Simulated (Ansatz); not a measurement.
# GeSe under strain: Electric field gradients

The cell is an entry of the Crystallography Open Database (COD), relaxed with PBE at fixed cell and then changed (z stretched by 2 %, ions relaxed).

```
Ge Se
1.0
    10.82000    0.00000    0.00000
     0.00000    3.85000    0.00000
     0.00000    0.00000    4.48800
Ge Se
4 4
Direct
  0.11964 0.25000 0.11847
  0.88036 0.75000 0.88153
  0.38036 0.75000 0.61847
  0.61964 0.25000 0.38153
  0.85383 0.25000 0.49999
  0.14617 0.75000 0.50001
  0.64617 0.75000 0.99999
  0.35383 0.25000 0.00001
```

Sites (sets of like atoms) are named by element and the number of their first atom in this list.

All values are calculated (Ansatz; DFT, PBE, plane waves and PAW, scalar-relativistic, 420 eV cutoff, Γ-centred 4×11×10 k-points, Fermi–Dirac smearing 0.02 eV), not measured.

Conventions: |V_zz| ≥ |V_yy| ≥ |V_xx|, η = (V_xx − V_yy)/V_zz, C_Q = eQV_zz/h.

⁷³Ge: I = 9/2, Q = -196.0 mb. Q values from Pyykkö, Mol. Phys. 116, 1328 (2018).

| site | atoms (order as listed) | first shell | V_zz (10²¹ V/m²) | η | C_Q (MHz) |
| --- | --- | --- | --- | --- | --- |
| Ge | 1, 2, 3, 4 | 3 Se at 2.59 Å; also 1 Se at 3.35 Å | -6.15 | 0.26 | 29.2 |
| Se | 5, 6, 7, 8 | 3 Ge at 2.59 Å; also 1 Ge at 3.35 Å | -9.56 | 0.05 | – |

At Ge V_zz stands upright on the plane through its three neighbours (within 9°).

Se has no stable isotope with a ground-state quadrupole moment in the table, so no C_Q is given.

The relaxation (5 steps) took 4.2 min of wall time (4.2 min of CPU time) and 1.3 GiB at its peak, on 1 thread of Intel Xeon 6975P-C (Granite Rapids) (x86_64; 16 cores open to the job, memory cap 3.0 GiB, no GPU), a shared host with a load of 1.3 a core.
